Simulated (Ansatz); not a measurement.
(111) slab cut from the bulk of Pt, Fm-3m (No. 225); the slab's formula is Pt:

```
CELL_PARAMETERS angstrom
2.80738 0.00000 0.00000
-1.40369 2.43126 0.00000
0.00000 0.00000 24.16886
ATOMIC_POSITIONS crystal
Pt 0.66667 0.33333 0.31032
Pt 0.33333 0.66667 0.40516
Pt 0.00000 0.00000 0.50000
Pt 0.66667 0.33333 0.59484
Pt 0.33333 0.66667 0.68968
```

Method: Ansatz, DFT PBE, scalar-relativistic, plane waves, PAW. Plane waves to 420 eV, a k mesh through Γ of 12×12×1 on the computed 5-atom cell and Gaussian smearing (0.10 eV); no spin polarisation. A dipole correction removes the field between periodic images along c.

Problem. What forces act on the atoms?

Solution.
```csv
atom,Fx (eV/Å),Fy (eV/Å),Fz (eV/Å)
Pt1,0.000,0.000,-0.112
Pt2,0.000,0.000,0.259
Pt3,0.000,0.000,0.000
Pt4,0.000,0.000,-0.259
Pt5,0.000,0.000,0.112
```

Spin–orbit coupling is left out, which can shift energies with elements as heavy as these.

Cost: 1 run of about 0.41 core-minutes, on Arm Neoverse V2 (shared hosts).